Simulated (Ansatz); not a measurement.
The system is Ni.

```
Ni
1.0
     0.00000    1.73757    1.73757
     1.73757    0.00000    1.73757
     1.73757    1.73757    0.00000
Ni
1
Direct
  0.00000 0.00000 0.00000
```

Base run:

* Program: Ansatz 0.2.0
* Functional: PBEsol
* Potentials or basis: all-electron LAPW, scalar-relativistic
* Cutoff: 320 eV (chosen from the basis error)
* Basis error allowed: 0.001 eV/atom
* k mesh: 13 × 13 × 13
* Occupations: fermi-dirac, width 0.05 eV
* Spin: no spin polarisation

Its results: band gap on the k mesh none (metal or under the smearing width); pressure -3.5 GPa.

Question: The run is repeated on the same cell with these changes: spin from no spin polarisation to collinear spin, ferromagnetic start. What comes out?

Answer: Band gap on the k mesh none (metal or under the smearing width); pressure -2.4 GPa; net moment 0.63 μB per cell; site moments Ni +0.65 μB.
